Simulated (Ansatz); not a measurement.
# MoP: the cost of one run

Method: DFT r2SCAN, scalar-relativistic, plane waves, PAW, in Ansatz 0.2.0.

2 further runs of the same task are left out: 2 that didn't finish.

### Step 1. Starting point

The structure is hexagonal, space group P-6m2 (No. 187). Conventional cell: a = 3.223 Å, b = 3.223 Å, c = 3.191 Å, α = 90.00°, β = 90.00°, γ = 120.00°. Around Mo (site symmetry -6m2) lie 6 P at 2.45 Å. Around P (site symmetry -6m2) lie 6 Mo at 2.45 Å.

Coordinates:

```cif
data_structure
_symmetry_space_group_name_H-M 'P 1'
_symmetry_Int_Tables_number 1
_cell_length_a 3.2230
_cell_length_b 3.2230
_cell_length_c 3.1910
_cell_angle_alpha 90.000
_cell_angle_beta 90.000
_cell_angle_gamma 120.000
_cell_volume 28.71
loop_
_atom_site_label
_atom_site_type_symbol
_atom_site_fract_x
_atom_site_fract_y
_atom_site_fract_z
_atom_site_occupancy
Mo1 Mo 0.00000 0.00000 0.00000 1
P1 P 0.33333 0.66667 0.50000 1
```

The structure comes from the Crystallography Open Database.

### Step 2. A first look at the start

Contents of input.yaml:

```yaml
crystal:
  lattice:
    - [3.2230000535, 0.0, 0.0]
    - [-1.6115000268, 2.7911999227, 0.0]
    - [0.0, 0.0, 3.191]
  atoms:
    - { symbol: Mo, position: [0.0, 0.0, 0.0] }
    - { symbol: P, position: [0.3333333333, 0.6666666667, 0.5] }
basis:
  ecutwfc: 500
kpoints:
  mp_grid: { grid: [6, 6, 6] }
hamiltonian:
  xc: r2scan
scf:
  occupations: { method: gaussian, width: 0.1 }
output:
  forces: true
  stress: true
  eigenvalues: true
```

Run with:

```
ansatz run input.yaml --threads 1 --pin off --max-ram 2560MiB --backend cpu --events-out ev --progress --plain --runs-dir out
```

**Question.** How long does this run take on 1 thread of Intel Xeon Platinum 8259CL at 2.50GHz (Skylake/Cascade Lake), shared host, and how much memory does it need?

About 3.5 s, with a peak of 0.39 GiB.
